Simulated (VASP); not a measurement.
Input of a VASP 6.6.1 run:

Contents of POSCAR:

```
CaSe
1.0
    0.0000000000      2.9675306013      2.9675306013
    2.9675306013      0.0000000000      2.9675306013
    2.9675306013      2.9675306013      0.0000000000
Ca Se
1 1
Direct
    0.0000000000      0.0000000000      0.0000000000
    0.5000000000      0.5000000000      0.5000000000
```

INCAR.step1

```
ALGO = Normal
EDIFF = 1E-4
ENCUT = 520
GGA = PE
ISMEAR = 0
LASPH = True
LCHARG = False
LREAL = False
LWAVE = True
NBANDS = 15
NELM = 60
PREC = Accurate
SIGMA = 0.01
```

File INCAR.step2:

```
ALGO = Normal
EDIFF = 1E-6
ENCUT = 520
ISIF = 2
ISMEAR = 0
ISTART = 1
LASPH = True
LCHARG = True
LELF = True
LMIXTAU = True
LREAL = False
LVHAR = True
LWAVE = False
METAGGA = R2SCAN
NBANDS = 15
NELM = 60
PREC = Accurate
SIGMA = 0.01
```

Contents of KPOINTS:

```
k-points
0
Gamma
  6 6 6
```

Potentials or basis: VASP PAW PBE potentials, release 64 (Ca_sv, Se).

The run is started by

```bash
$ cat potpaw_PBE.64/Ca_sv/POTCAR potpaw_PBE.64/Se/POTCAR > POTCAR
$ cp INCAR.step1 INCAR
$ mpirun -np 1 vasp_std > vasp.out
$ cp INCAR.step2 INCAR
$ mpirun -np 1 vasp_std > vasp.out
```

Task: Estimate the pressure.

Result: 0.2 GPa.

Task: What does it give for the band gap on the k mesh?

Result: 2.52 eV, indirect (least direct gap 3.46 eV).

Caveat: the PAW data sets were made with another functional, which shifts forces and pressure a little.

**Measured values to compare with.**

From a printed reference work, monograph, original work of 1988, for a bulk crystal of CaSe at 2 K: band gap 3.85 eV (indirect).

Measured gap of CaSe: 3.85 eV (indirect; 2 K; a printed reference work, monograph, original work of 1988). This calculation gives 2.52 eV (-1.33 eV). Spin-orbit coupling on Se is left out. The value is that of r2SCAN on a finite k mesh, which can miss the band edges, without temperature or zero-point motion.
